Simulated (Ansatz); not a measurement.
The system is Si2W.

```xyz
9
Lattice="4.6169 0.0000 0.0000 -2.3084 3.9983 0.0000 0.0000 0.0000 6.6532" Properties=species:S:1:pos:R:3 pbc="T T T"
W     2.3084    0.0000    3.3266
W     1.1542    1.9992    5.5444
W    -1.1542    1.9992    1.1089
Si    1.1332    0.6542    1.1089
Si    3.4837    0.6542    5.5444
Si    0.0000    1.3085    3.3266
Si    1.1753    3.3441    1.1089
Si   -1.1753    3.3441    5.5444
Si    2.3084    2.6899    3.3266
```

Measurements of this composition are mostly on another form, of space group No. 139.

| Item | Value |
| --- | --- |
| Program | Ansatz 0.2.0 |
| Task | relaxation of cell and atoms |
| Functional | revPBE |
| Dispersion | D3(BJ) |
| Potentials or basis | Ansatz PAW |
| Cutoff | 420 eV (not typed: the program's choice for these potentials) |
| k mesh | 7 × 7 × 4 |
| Occupations | fermi-dirac, width 0.05 eV |
| Spin | no spin polarisation |

At the start: volume 13.65 Å³/atom.

Problem. Where does the relaxation end?

Solution. It ends after 6 steps and the volume is 12.96 Å³/atom (-5.1 %); space group P6_222 (No. 180, to 0.05 Å).

The path:
| step | energy change (eV) | largest force (eV/Å) | volume (Å³) |
| --- | --- | --- | --- |
| 1 | 0.0000 | 0.0082 | 122.82 |
| 2 | -0.1796 | 0.1614 | 113.87 |
| 3 | -0.2337 | 0.0150 | 116.86 |
| 4 | -0.2342 | 0.0173 | 116.59 |
| 5 | -0.2343 | 0.0002 | 116.61 |
| 6 | -0.2326 | 0.0002 | 116.61 |

Final structure:
```xyz
9
Lattice="4.5339 0.0000 0.0000 -2.2669 3.9264 0.0000 0.0000 0.0000 6.5502" Properties=species:S:1:pos:R:3 pbc="T T T"
W     2.2669    0.0000    3.2751
W     1.1335    1.9632    5.4585
W    -1.1335    1.9632    1.0917
Si    1.1120    0.6420    1.0917
Si    3.4218    0.6420    5.4585
Si    0.0000    1.2840    3.2751
Si    1.1549    3.2844    1.0917
Si   -1.1549    3.2844    5.4585
Si    2.2669    2.6424    3.2751
```

Caveat: the plane-wave basis is chosen anew once the cell has moved, so the energies of steps on either side of that aren't comparable; the PAW data sets come from PBE, with cores solved anew for the run's functional, which leaves a small shift of forces and pressure.
